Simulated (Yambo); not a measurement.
# PbS (Galena) in Yambo: convergence with bands in self energy

Crystal: PbS (Galena).

```
CELL_PARAMETERS angstrom
0.00000 2.96575 2.96575
2.96575 0.00000 2.96575
2.96575 2.96575 0.00000
ATOMIC_POSITIONS crystal
Pb 0.00000 0.00000 0.00000
S 0.50000 0.50000 0.50000
```

| Item | Value |
| --- | --- |
| Program | Yambo 5.3.0 |
| Task | G0W0 quasiparticle levels |
| Functional | LDA |
| Potentials or basis | PseudoDojo 0.4.1 SR LDA standard |
| Cutoff | 762 eV |
| Density cutoff | 3048 eV |
| k mesh | 6 × 6 × 6 |
| Occupations | fixed |
| Spin | no spin polarisation |
| k mesh of the self-consistent run | 8 × 8 × 8 |
| Form of the LDA | PW92 |
| Random integration of the Coulomb term | yes |
| Direction of the field or of q to 0 | x + y + z |
| Broadening | 0.1 eV |
| States corrected | Γ and the k points of the band edges |
| Frequency dependence of W | plasmon pole |
| Terminator of the band sum in the self-energy | none |
| Quasiparticle equation | linearised (Newton) |
| Imaginary frequency of the plasmon-pole fit | 27.2114 eV |
| Bands in the response | 110 |
| Bands in the self-energy | 15 |
| Cutoff of the response matrix | 5 Ry |
| Cutoff of exchange and Vxc | 56 Ry |
| Bands corrected (first, last) | [8, 11] |

These are the settings of the first run; the series varies bands in self energy, with any setting tied to it.

```
bands in self energy  quasiparticle gap at the points computed (eV)
                  15                                          0.184
                  20                                          0.291
                  30                                          0.375
                  50                                          0.454
                 110                                          0.513
```

Not settled before the last step: the quasiparticle gap at the points computed (to 0.05 eV). The tightest run that finished is the yardstick and may itself not be fully converged.

Caveat, for the tightest run too: the potentials hold a filled d shell without the s and p states of that shell, which can shift GW gaps by tenths of an eV, either way; this version prints the column dSc/dw multiplied by 27.2; spin-orbit coupling is left out, which as a rule narrows the gap of such compounds by several tenths of an eV.
